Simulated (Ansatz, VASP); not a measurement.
# HgTe: VASP beside Ansatz, part 2 of 2

One calculation is typed for both programs; each brings its own data sets and cutoff. How far apart do they land? The cell is taken from a series of VASP runs on this material, whose earlier steps may have relaxed, scaled or displaced it; both programs get it as it stands.

VASP 6.6.1 and Ansatz 0.2.0.

So far: The structure; VASP: zone-centre phonons, PBE; Ansatz: zone-centre phonons, PBE; Side by side.

## 5. VASP: zone-centre phonons, PBEsol with D3(BJ)

Level of this step: PBEsol with D3(BJ); plane waves and PAW (Hg, Te) (VASP).

Second derivatives magnify differences that forces hide, and they need a tight electronic threshold. The cell compared in this pair holds 66.66 Å³, against 73.70 Å³ for the pair before.

File INCAR:

```
SYSTEM = HgTe
PREC = Accurate
ENCUT = 450
EDIFF = 1E-08
NELM = 100
ISMEAR = 1
SIGMA = 0.15
LREAL = .FALSE.
ALGO = Normal
GGA = PS
IVDW = 12
NBANDS = 15
LORBIT = 11
LWAVE = .FALSE.
LCHARG = .FALSE.
KPAR = 2
IBRION = 6
NFREE = 2
POTIM = 0.015
NSW = 1
ISIF = 2
```

File POSCAR:

```
HgTe
1.0
    0.0000000000      3.2181228944      3.2181228944
    3.2181228944      0.0000000000      3.2181228944
    3.2181228944      3.2181228944      0.0000000000
Hg Te
1 1
Direct
    0.0000000000      0.0000000000      0.0000000000
    0.7500000000      0.7500000000      0.7500000000
```

File KPOINTS:

```
Automatic mesh
0
Gamma
10 10 10
0 0 0
```

PAW data sets: Hg and Te (PBE family, release 64).

The run is started by

```sh
mpirun -np 2 vasp_std
```

Numbers of over 12 decimals in the logs are rounded to 6 here.

What it wrote:

```text
[banner, memory and clock lines left out]
running    2 mpi-ranks, on    1 nodes
[...]
|                                                                             |
|               ----> ADVICE to this user running VASP <----                  |
|                                                                             |
|     You enforced a specific xc type in the INCAR file but a different       |
|     [... a line on the potential file left out ...]
|     I HOPE YOU KNOW WHAT YOU ARE DOING!                                     |
|                                                                             |

 LDA part: xc-table for (Slater+PW92), standard interpolation
 POSCAR, INCAR and KPOINTS ok, starting setup
[...]
entering main loop
       N       E                     dE             d eps       ncg     rms          rms(c)
DAV:   1     0.978881551040E+02    0.97888E+02   -0.74506E+03  1418   0.924E+02
DAV:   2    -0.118553874592E+01   -0.99074E+02   -0.93167E+02  1606   0.228E+02
DAV:   3    -0.456988354768E+01   -0.33843E+01   -0.33739E+01  1704   0.443E+01
DAV:   4    -0.460211280130E+01   -0.32229E-01   -0.32227E-01  2085   0.387E+00
[...]
DAV:  13    -0.436278879119E+01    0.24052E-08   -0.34328E-07  1795   0.356E-03    0.978E-03
DAV:  14    -0.436278867752E+01    0.11367E-06   -0.21892E-07  1522   0.518E-03    0.101E-03
DAV:  15    -0.436278867550E+01    0.20250E-08   -0.30908E-08  1739   0.113E-03
   1 F= -.50814673E+01 E0= -.50815571E+01  d E =0.269213E-03
[... from here on, the cycles between the ionic steps are left out ...]
   2 F= -.50810063E+01 E0= -.50810963E+01  d E =0.269809E-03
   3 F= -.50810063E+01 E0= -.50810962E+01  d E =0.269809E-03
   4 F= -.50810068E+01 E0= -.50810968E+01  d E =0.269810E-03
   5 F= -.50810068E+01 E0= -.50810968E+01  d E =0.269809E-03
 Finite differences progress:
  Degree of freedom:   2/  2
  Displacement:        2/  2
  Total:               4/  4
```

From OUTCAR (step 5):

```text
 Edisp (eV)   -0.71868

 Edisp (eV)   -0.71868

  Total       0.00155     0.00336     0.00336     0.00000    -0.09381     0.00000
  in kB       0.03726     0.08074     0.08074     0.00000    -2.25492     0.00000
  external pressure =        0.07 kB  Pullay stress =        0.00 kB

 POSITION                                       TOTAL-FORCE (eV/Angst)
 -----------------------------------------------------------------------------------
      0.00000      0.00000      0.00000        -0.061436      0.000000      0.000000
      4.81218      4.82718      4.82718         0.061436     -0.000000     -0.000000
 -----------------------------------------------------------------------------------
    total drift:                               -0.000003     -0.000000     -0.000000

  FREE ENERGIE OF THE ION-ELECTRON SYSTEM (eV)
  ---------------------------------------------------
  free  energy   TOTEN  =        -5.0810068328 eV

  energy  without entropy=       -5.0812766417  energy(sigma->0) =       -5.08109677

[... 1 part as in an earlier step ...]

[... 2 further parts left out ...]
[key lines of the parts left out:]
E-fermi :   3.0955
```

## 6. Ansatz: zone-centre phonons, PBEsol with D3(BJ)

The same cell, functional, mesh and smearing now go to Ansatz, which takes its cutoff from its data sets.

The cell is taken from a series of VASP runs on this material, whose earlier steps may have relaxed, scaled or displaced it; both programs get it as it stands.

File input.yaml:

```yaml
crystal:
  lattice:
    - [0.0, 3.2181228944, 3.2181228944]
    - [3.2181228944, 0.0, 3.2181228944]
    - [3.2181228944, 3.2181228944, 0.0]
  atoms:
    - { symbol: Hg, position: [0.0, 0.0, 0.0] }
    - { symbol: Te, position: [0.75, 0.75, 0.75] }
hamiltonian:
  xc: pbesol
  pseudopotentials: { kind: paw }
  dispersion: d3bj
kpoints:
  mp_grid: { grid: [10, 10, 10] }
scf:
  occupations: { method: methfessel_paxton, width: 0.15 }
phonons:
  method: dfpt
  qpoints: [[0, 0, 0]]
```

The run is started by

```sh
ansatz run input.yaml --threads 4 --pin off --max-ram 9216MiB --backend cpu --events-out ev --progress --plain --runs-dir out
```

What it wrote:

```text
[...]
Crystal: 2 atoms, lattice volume = 66.656 Å³
Basis set: ecut = 420 eV, 1291 PW (Γ), exchange–correlation on 64×64×64 points (8 copies of the dense FFT grid, shifted against one another)
Bands: 22, of which v1, the nominal top of the filled ones, is band 18 counted from 1 (17 counted from 0)
Symmetry: 24 space group operations
k-points: 102 of 1000 (irreducible under 8 space group operations, time reversal used)
[...]
pairwise dispersion correction: d3bj (s6 = 1.0, s8 = 2.9491, a1 = 0.4466, a2_bohr = 6.1742), with the weights of each atom's references fixed at the reference crystal's, and the forces and stress that the weights' published response gives there kept as a pressure on the atom's counted neighbours (hamiltonian.dispersion)
  ASR residual per site (eV/Å²): 1.66e-4 3.35e-5
  Γ frequencies (cm⁻¹): 0.00 0.00 0.00 117.59 117.59 117.59
[...]
--- Phonons (arbitrary-q DFPT): 1 explicit q-point ---
[...]
[key lines of the parts left out:]
SCF converged after 8 iterations
Free energy (F): -20570.522765 eV
Fermi energy:    8.800759 eV
```

Wall time 24 s (4 threads of Arm Neoverse N1, shared host); peak memory 0.7 GiB.

## 7. Comparison

What differs besides the data sets and the points named for the pairs above, as far as they apply: Ansatz makes its cores anew for this functional, VASP keeps those of its PBE data sets; Ansatz takes the dispersion share of the force constants at frozen C6 weights, VASP differentiates the full forces; VASP uses finite displacements, Ansatz perturbation theory. Total energies have different zeros and are not compared.

Compared:

| quantity | Ansatz | VASP | difference |
| --- | --- | --- | --- |
| optical mode 1 to 3 (cm⁻¹) | 117.6 | 119.5 | -1.57 % |

Modes are paired by rising frequency and degeneracy, not by their patterns, so a pair may still set unlike modes beside each other.

## 8. What came out

| Item | Value |
| --- | --- |
| r.m.s. difference of the optical zone-centre modes, each program's sorted by frequency (zone-centre phonons, PBE) | 1.2 cm⁻¹ |
| difference in optical mode 1 to 3 (zone-centre phonons, PBE) | -1.2 % |
| r.m.s. difference of the optical zone-centre modes, each program's sorted by frequency (zone-centre phonons, PBEsol with D3(BJ)) | 1.9 cm⁻¹ |
| difference in optical mode 1 to 3 (zone-centre phonons, PBEsol with D3(BJ)) | -1.6 % |

**Reading.** The r.m.s. difference of the optical zone-centre modes, each program's sorted by frequency is 1.2 cm⁻¹ (zone-centre phonons, PBE). Among the rows given in per cent, the largest difference of the zone-centre phonons, PBE pair is in optical mode 1 to 3, -1.2 %. Among the rows given in per cent, the largest difference of the zone-centre phonons, PBEsol with D3(BJ) pair is in optical mode 1 to 3, -1.6 %. Such differences can come from data sets, numerical settings and the points named under the comparisons, not from the functional's error against experiment.

[Lines on the potential files, build, host, timing and source positions are cut from VASP's logs without a mark.]

[Logs are printed without paths, hosts, clocks, repeated set-up lines and the standing remarks that a program may print on its own settings, such as how far it seeks lower states.]

[Hosts, paths, dates, database ids (printed as entryN), source tags and the programs' standing remarks are cut or masked in the printed files.]
